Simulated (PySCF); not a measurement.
# TDDFT excited states: C4H2O3

Compound: maleic anhydride, C4H2O3.
Numbering: `[O:1]=[C:2]1[CH:3]=[CH:4][C:5](=[O:6])[O:7]1` (hydrogens: H8 on C3; H9 on C4)

Level of theory: TDDFT CAM-B3LYP/def2-SVPD, vertical, gas phase, core orbitals frozen in the response (PySCF 2.14.0, density-fitted response routines). Geometry: GFN2-xTB; no solvent, vibrations or thermal averaging.

| state | E (eV) | E (hartree) | f | symmetry | main configurations (H = HOMO, L = LUMO) |
| --- | --- | --- | --- | --- | --- |
| S1 | 4.13 | 0.1517 | 0.0000 | – | H→L (95%) |
| S2 | 4.81 | 0.1768 | 0.0000 | – | H-2→L (92%) |
| S3 | 5.73 | 0.2105 | 0.055 | B1 or B2 | H-3→L (52%), H-1→L (45%) |
| S4 | 6.40 | 0.2351 | 0.357 | B1 or B2 | H-1→L (51%), H-3→L (46%) |
| S5 | 7.27 | 0.2670 | 0.0000 | – | H-4→L (74%), H→L+2 (19%) |
| S6 | 7.89 | 0.2898 | 0.0000 | – | H→L+2 (52%), H-4→L (24%), H-2→L+5 (10%) |
| S7 | 7.91 | 0.2905 | 0.0028 | B1 or B2 | H→L+5 (32%), H-6→L (29%), H-2→L+2 (28%) |
| S8 | 8.42 | 0.3094 | 0.0043 | B1 or B2 | H-6→L (65%), H-2→L+2 (19%), H→L+5 (10%) |

Triplets, Tamm–Dancoff:

```
state  E (eV)  λ (nm)  main configurations (H = HOMO, L = LUMO)
   T1    3.62   342.4                               H-1→L (91%)
   T2    3.69   335.9                                 H→L (93%)
   T3    4.36   284.6                   H-2→L (88%), H→L+2 (8%)
```

The lowest singlet comes at 300 nm (398 kJ/mol) in the ultraviolet; it is dark (f under 0.0005); its leading configuration is HOMO→LUMO (95%). The most intense listed level is S4 at 6.40 eV (194 nm, f = 0.357), 2.27 eV above S1. Löwdin shares by element: HOMO oxygen 79%, carbon 6% or more (atoms not listed hold the other 15%); LUMO carbon 41% or more, oxygen 28% or more (atoms not listed hold the other 31%). Weighted by f, the mean energy of these states is 6.34 eV. The listed states span 4.29 eV, and the widest gap between neighbours is 0.92 eV (S2 to S3). Of the 8 states listed, 2 reach f = 0.01 and 4 stay under 0.0005. Symmetry labels in C2v follow from the direction of the transition dipole and are given only for states with f of 0.002 or more; B1 and B2 swap with the choice of axes. Singlets were solved by full linear response, triplets in the Tamm–Dancoff approximation.

On one thread of an Arm Neoverse V2, no GPU, shared host, this took 18 s of wall time.
